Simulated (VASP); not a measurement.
Set up this calculation in VASP 6.6.1, as the native input.

```
Task                    : density of states
Functional              : PBEsol
Dispersion              : rVV10
Potentials or basis     : VASP PAW PBE potentials, release 64 (Er_3), 4f in core
Cutoff                  : 600 eV
k mesh                  : 9 × 9 × 9
Occupations             : methfessel-paxton, width 0.1 eV
Spin                    : collinear spin, ferromagnetic start
Starting moments        : [3.0] μB
k mesh for the DOS      : 14 × 14 × 14
Occupations for the DOS : tetrahedron
Further INCAR settings  : ALGO = Normal; EDIFF = 1e-07; NBANDS = 14; BMIX = 2.0
```

Crystal: Er.

```
Er
1.0
    -1.98871    1.98272    1.98091
     1.97632   -2.00490    1.99070
     1.96061    1.97680   -2.00310
Er
1
Direct
  0.01909 0.00922 0.97576
```

The cell isn't the ideal one: cell strained at random at fixed volume.

One way to write it, as run:

POSCAR

```
Er
1.0
   -1.9887110000      1.9827230000      1.9809140000
    1.9763190000     -2.0049040000      1.9907030000
    1.9606110000      1.9768040000     -2.0030950000
Er
1
Direct
    0.0190850000      0.0092170000     -0.0242360000
```

INCAR.step1

```
SYSTEM = Er
PREC = Accurate
ENCUT = 600
EDIFF = 1E-7
ISMEAR = 1
SIGMA = 0.1
LREAL = .False.
LASPH = .True.
NELM = 100
ALGO = Normal
ISIF = 2
LWAVE = .False.
LCHARG = .True.
ISPIN = 2
MAGMOM = 3
LMAXMIX = 6
GGA = PS
LUSE_VDW = .True.
IVDW_NL = 2
BPARAM = 20.0
CPARAM = 0.0093
NBANDS = 14
BMIX = 2.0
```

KPOINTS.step1

```
regular mesh
0
Gamma
  9 9 9
  0 0 0
```

INCAR.step2

```
SYSTEM = Er
PREC = Accurate
ENCUT = 600
EDIFF = 1E-7
ISMEAR = -5
SIGMA = 0.1
LREAL = .False.
LASPH = .True.
NELM = 100
ALGO = Normal
ISIF = 2
LWAVE = .False.
LCHARG = .False.
ISPIN = 2
MAGMOM = 3
LORBIT = 11
LMAXMIX = 6
GGA = PS
LUSE_VDW = .True.
IVDW_NL = 2
BPARAM = 20.0
CPARAM = 0.0093
NBANDS = 14
BMIX = 2.0
NEDOS = 2001
ICHARG = 11
```

KPOINTS.step2

```
regular mesh
0
Gamma
  14 14 14
  0 0 0
```

Potentials or basis: VASP PAW PBE potentials, release 64 (Er_3), 4f in core.

Run with:

```console
$ cat potpaw_PBE.64/Er_3/POTCAR > POTCAR
$ cp INCAR.step1 INCAR
$ cp KPOINTS.step1 KPOINTS
$ mpirun -np 1 vasp_std > vasp.out
$ cp INCAR.step2 INCAR
$ cp KPOINTS.step2 KPOINTS
$ mpirun -np 1 vasp_std > vasp.out
```

Results of the run:

- Net moment: 0.23 μB per cell
- Site moments: Er +0.16 μB
- Valence electrons inside the program's atomic spheres: Er 8.09

Caveat: the magnetic or orbital state may not be the lowest; spin-orbit coupling is left out, which moves the levels of the heavy elements; the 4f electrons are frozen in the core as for a trivalent ion, so they carry no moment and show no levels.

Wall time 12 min on 1 thread of AMD EPYC 9R45 (Zen 5) (shared host), peak memory 1.1 GiB.
